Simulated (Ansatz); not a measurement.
# Na: response to strain

Na is deformed so: equal xy, yz and zx engineering shear strains of -1.5 %. What stress and forces result, by LAPW, PAW and all-electron datasets made for the crystal?

Computed with Ansatz 0.2.0 (DFT PBE, scalar-relativistic, unless a step's input says otherwise).

### Step 1. The structure to begin with

The structure is hexagonal, space group P6_3/mmc (No. 194). The conventional cell has a = 3.767 Å, b = 3.767 Å, c = 6.154 Å, α = 90.00°, β = 90.00°, γ = 120.00°. Na (site symmetry -6m2) has 12 Na at 3.77 Å as nearest neighbours.

As a file:

```cif
data_structure
_symmetry_space_group_name_H-M 'P 1'
_symmetry_Int_Tables_number 1
_cell_length_a 3.7670
_cell_length_b 3.7670
_cell_length_c 6.1540
_cell_angle_alpha 90.000
_cell_angle_beta 90.000
_cell_angle_gamma 120.000
_cell_volume 75.63
loop_
_atom_site_label
_atom_site_type_symbol
_atom_site_fract_x
_atom_site_fract_y
_atom_site_fract_z
_atom_site_occupancy
Na1 Na 0.33333 0.66667 0.25000 1
Na2 Na 0.66667 0.33333 0.75000 1
```

Atoms are numbered in the order of the input: Na1, Na2.

### Step 2. The deformed structure

Space group P6_3/mmc before, P-1 after.

### Step 3. LAPW, all electrons

Input file input.yaml:

```yaml
crystal:
  lattice:
    - [3.7670009976, -0.0282525075, -0.0282525075]
    - [-1.907967888, 3.2764448137, -0.0103411355]
    - [-0.046155, -0.046155, 6.154]
  atoms:
    - { symbol: Na, position: [0.3333333333, 0.6666666667, 0.25] }
    - { symbol: Na, position: [0.6666666667, 0.3333333333, 0.75] }
kpoints:
  mp_grid: { grid: [13, 13, 7] }
scf:
  occupations: { method: fermi_dirac, width: 0.05 }
hamiltonian:
  xc: pbe
  pseudopotentials: { kind: all_electron, lapw: { basis_error: 0.00025 } }
output:
  forces: true
  stress: true
  eigenvalues: true
```

### Step 4. PAW with frozen cores

input.yaml, as its differences from that of step 3:

```diff
@@ -14,3 +14,3 @@
   xc: pbe
-  pseudopotentials: { kind: all_electron, lapw: { basis_error: 0.00025 } }
+  pseudopotentials: { kind: paw }
 output:
@@ -19 +19,2 @@
   eigenvalues: true
+  efg: { contact_densities: true }
```

### Step 5. Datasets made for this crystal

input.yaml, as its differences from that of step 4:

```diff
@@ -14,3 +14,3 @@
   xc: pbe
-  pseudopotentials: { kind: paw }
+  pseudopotentials: { kind: all_electron, datasets: crystal }
 output:
```

(Steps that only read results are left out.)

**Question.** What will these runs give? Wanted: pressure; largest shear or deviatoric stress.

The runs gave:

```
                                 quantity                                              value
                                 pressure  LAPW -0.14, PAW -0.15, crystal datasets -0.14 GPa
largest shear or deviatoric stress (LAPW)                                           0.08 GPa
```

**Reading.** The largest part of the stress beyond the pressure is 0.08 GPa in size, in the zz component; the atoms are carried along and not relaxed. No run of the undeformed cell stands beside it, so the pressure holds what the given cell had before the change. PAW: stress within 0.01 GPa of LAPW. Crystal datasets: stress within 0.01 GPa of LAPW.
